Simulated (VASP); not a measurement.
**TaS2: band structure with AM05**

Crystal: TaS2.

```
Ta S
1.0
     3.35000    0.00000    0.00000
    -1.67500    2.90119    0.00000
     0.00000    0.00000    5.86000
Ta S
1 2
Direct
  0.00000 0.00000 0.00000
  0.66667 0.33333 0.75000
  0.33333 0.66667 0.25000
```

```json
{
 "Program": "VASP 6.6.1",
 "Task": "band structure",
 "Functional": "AM05",
 "Potentials or basis": "VASP PAW PBE potentials, release 64 (Ta_pv, S)",
 "Cutoff": "520 eV",
 "k mesh": "9 × 9 × 5",
 "Occupations": "fermi-dirac, width 0.05 eV",
 "Spin": "no spin polarisation",
 "Further INCAR settings": "ALGO = Normal; EDIFF = 1e-06"
}
```

```json
{
 "Pressure": "4.4 GPa",
 "Largest force": "0.906 eV/Å",
 "Band gap along the path": "none (metal or under the smearing width)"
}
```

Forces on the atoms (eV/Å):
```
Ta   0.000  0.000  0.000
S    0.000  0.000 -0.906
S    0.000  0.000  0.906
```

Stress tensor (GPa, compression positive):
```
2.30 0.00 0.00
0.00 2.30 0.00
0.00 0.00 8.62
```

Levels at the corners of the path, in eV from the Fermi level:
```csv
point,band 7,band 8,band 9,band 10,band 11,band 12,band 13,band 14,band 15
Γ,-4.24,-4.24,-1.30,-0.74,-0.74,0.03,0.03,0.27,4.12
M,-4.64,-4.50,-4.08,-3.44,-2.23,-0.81,2.46,3.00,4.53
M,-4.64,-4.50,-4.08,-3.44,-2.23,-0.81,2.46,3.00,4.53
K,-5.51,-5.51,-3.80,-3.80,-3.17,1.16,2.15,2.15,4.22
K,-5.51,-5.51,-3.80,-3.80,-3.17,1.16,2.15,2.15,4.22
Γ,-4.24,-4.24,-1.30,-0.74,-0.74,0.03,0.03,0.27,4.12
Γ,-4.24,-4.24,-1.30,-0.74,-0.74,0.03,0.03,0.27,4.12
A,-4.21,-4.21,-3.52,-0.88,-0.88,0.00,0.00,1.24,4.54
A,-4.21,-4.21,-3.52,-0.88,-0.88,0.00,0.00,1.24,4.54
L,-5.27,-4.38,-4.21,-2.22,-1.95,-1.26,2.45,2.99,4.44
L,-5.27,-4.38,-4.21,-2.22,-1.95,-1.26,2.45,2.99,4.44
H,-5.59,-5.48,-3.77,-3.53,-3.53,1.25,1.47,1.47,5.13
H,-5.59,-5.48,-3.77,-3.53,-3.53,1.25,1.47,1.47,5.13
A,-4.21,-4.21,-3.52,-0.88,-0.88,0.00,0.00,1.24,4.54
L,-5.27,-4.38,-4.21,-2.22,-1.95,-1.26,2.45,2.99,4.44
M,-4.64,-4.50,-4.08,-3.44,-2.23,-0.81,2.46,3.00,4.53
K,-5.51,-5.51,-3.80,-3.80,-3.17,1.16,2.15,2.15,4.22
H,-5.59,-5.48,-3.77,-3.53,-3.53,1.25,1.47,1.47,5.13
```

Run time: 98 s on 1 thread of Intel(R) Xeon(R) Platinum 8488C (Sapphire Rapids), on a shared host, peak memory 0.21 GiB.

Caveat: the PAW data sets were made with another functional, which shifts forces and pressure a little; spin-orbit coupling is left out, which moves the levels of the heavy elements; this functional lacks dispersion, which binds the layers, so the pressure and a relaxed spacing across them are unreliable.
